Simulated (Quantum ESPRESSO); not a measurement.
Crystal: Fe.

```
Fe
1.0
     0.00000    1.94174    1.96511
     1.49844    0.00000    1.96511
     1.49844    1.94174    0.00000
Fe
1
Cartesian
  0.0000 0.0000 0.0000
```

Base run:

* Program: Quantum ESPRESSO 7.5
* Functional: PBEsol
* Potentials or basis: GBRV 1.5 PBEsol
* Cutoff: 762 eV
* Density cutoff: 6095 eV
* k mesh: 13 × 13 × 13
* Occupations: fermi-dirac, width 0.05 eV
* Spin: collinear spin, ferromagnetic start
* Starting moments: [3.0] μB
* Hubbard terms: Fe d U = 1 eV

Its results: band gap on the k mesh none (metal or under the smearing width); pressure 1.8 GPa; net moment 2.62 μB per cell; site moments Fe +2.67 μB.

Question: After a change of settings the same cell gave: band gap on the k mesh none (metal or under the smearing width); pressure 28.2 GPa; net moment 2.99 μB per cell; site moments Fe +3.12 μB. Which change was it?
A. hubbard terms from Fe d U = 1 eV to Fe d U = 6 eV
B. hubbard terms from Fe d U = 1 eV to Fe d U = 4 eV
C. hubbard terms from Fe d U = 1 eV to none

Answer: A.

Caveats: the U is typed as a test and isn't derived for this compound; a pressure of tens of GPa on the cell as given is suspect, and the run, the potentials or the cell itself is likely at fault (some runs).

Not every run made on this cell is shown here.
